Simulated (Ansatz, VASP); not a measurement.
Given: the input of a run of Ansatz 0.2.0 on HfB2.

File input.yaml:

```yaml
crystal:
  lattice:
    - [3.14, 0.0, 0.0]
    - [-1.57, 2.7193197679, 0.0]
    - [0.0, 0.0, 3.48]
  atoms:
    - { symbol: Hf, position: [0.0, 0.0, 0.0] }
    - { symbol: B, position: [0.6666666667, 0.3333333333, 0.5] }
    - { symbol: B, position: [0.3333333333, 0.6666666667, 0.5] }
kpoints:
  mp_grid: { grid: [6, 6, 5] }
scf:
  occupations: { method: fermi_dirac, width: 0.03 }
hamiltonian:
  xc: pbe
  pseudopotentials: { kind: all_electron, lapw: { basis_error: 0.002 } }
output:
  forces: true
  stress: true
  eigenvalues: true
```

Potentials or basis: all-electron LAPW, scalar-relativistic.

Run with:

```bash
$ ansatz run input.yaml --threads 2 --pin off --max-ram 6144MiB --backend cpu --events-out ev --progress --plain --runs-dir out
```

Task: Translate it to VASP 6.6.1. Potentials there: VASP PAW PBE potentials, release 64 (Hf_pv, B).

Result: As run (the cutoff follows the program's own potentials):

The input INCAR:

```
SYSTEM = HfB2
PREC = Accurate ; ENCUT = 520
EDIFF = 1E-6 ; ISMEAR = -1
SIGMA = 0.03 ; LREAL = .FALSE.
LASPH = .TRUE. ; NELM = 80
ALGO = Normal ; ISIF = 2
LWAVE = .FALSE. ; LCHARG = .TRUE.
GGA = PE ; LELF = .TRUE.
LVHAR = .TRUE. ; NBANDS = 15
```

File KPOINTS:

```
Automatic mesh
0
G
  6 6 5
  0 0 0
```

The input POSCAR:

```
HfB2
1.0
    3.1400000000      0.0000000000      0.0000000000
   -1.5700000000      2.7193197679      0.0000000000
    0.0000000000      0.0000000000      3.4800000000
Hf B
1 2
Direct
    0.0000000000      0.0000000000      0.0000000000
    0.6666666667      0.3333333333      0.5000000000
    0.3333333333      0.6666666667      0.5000000000
```

Potentials or basis: VASP PAW PBE potentials, release 64 (Hf_pv, B).

The run is started by

```bash
$ cat potpaw_PBE.64/Hf_pv/POTCAR potpaw_PBE.64/B/POTCAR > POTCAR
$ mpirun -np 1 vasp_std > vasp.out
```

Both were run:

|  | VASP | Ansatz | Ansatz less VASP |
| --- | --- | --- | --- |
| gap on the k mesh at the Fermi level (eV) | none | none | - |
| pressure (GPa) | 1.2 | 1.6 | +0.46 |
| largest component of the traceless stress (GPa) | 1.15 | 1.24 | +0.093 |

A gap of «none» marks a metal or a gap that the smearing closes. Ansatz ran all-electron here, so the differences hold the error of VASP's frozen core and of both bases.

Caveats: the k mesh is coarse (spacing up to 0.39 Å⁻¹), so the values aren't converged; the k mesh is thin for a metal, which can move the energy by tens of meV per atom (Ansatz). Spin-orbit coupling is left out, which matters for the levels of Hf.
